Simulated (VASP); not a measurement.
Set up this calculation in VASP 6.6.1, as the native input.

```
Task                   : single point
Functional             : PBE
Potentials or basis    : VASP PAW PBE potentials, release 64 (In_d, As)
Cutoff                 : 520 eV
k mesh                 : 16 × 16 × 16
Occupations            : gaussian, width 0.15 eV
Spin                   : no spin polarisation
Dipole correction      : no
Further INCAR settings : ALGO = Normal; EDIFF = 1e-06; NBANDS = 16
```

The structure of InAs lies in POSCAR:

```
InAs
1.0
    0.0000000000      3.0240000000      3.0240000000
    3.0240000000      0.0000000000      3.0240000000
    3.0240000000      3.0240000000      0.0000000000
In As
1 1
Direct
    0.0000000000      0.0000000000      0.0000000000
    0.7500000000      0.7500000000      0.7500000000
```

These files were run (other wordings do the same):

INCAR

```
ALGO     = Normal         # electronic algorithm
EDIFF    = 1E-6           # SCF threshold, eV
ENCUT    = 520            # plane-wave cutoff, eV
GGA      = PE             # functional
ISIF     = 2              # what is computed and relaxed
ISMEAR   = 0              # smearing method
LASPH    = True           # aspherical terms in the spheres
LCHARG   = False          # write CHGCAR
LREAL    = False          # projectors in reciprocal space
LWAVE    = False          # write WAVECAR
NBANDS   = 16             # bands
NELM     = 100            # most SCF steps
PREC     = Accurate       # precision mode
SIGMA    = 0.15           # smearing width, eV
```

KPOINTS

```
k-points
0
Gamma
  16 16 16
```

Potentials or basis: VASP PAW PBE potentials, release 64 (In_d, As).

Run with:

```console
$ cat potpaw_PBE.64/In_d/POTCAR potpaw_PBE.64/As/POTCAR > POTCAR
$ mpirun -np 1 vasp_std > vasp.out
```

It gave:

```json
{
 "Pressure": "3.9 GPa",
 "Band gap on the k mesh": "none (metal or under the smearing width)"
}
```

Caveat: this crystal is a semiconductor, whose small gap the functional closes, so the metal is an error of the method.

It took 84 s on 1 thread of AMD EPYC 7R13 Processor (Zen 3), with other jobs on the host, peak memory 0.25 GiB.
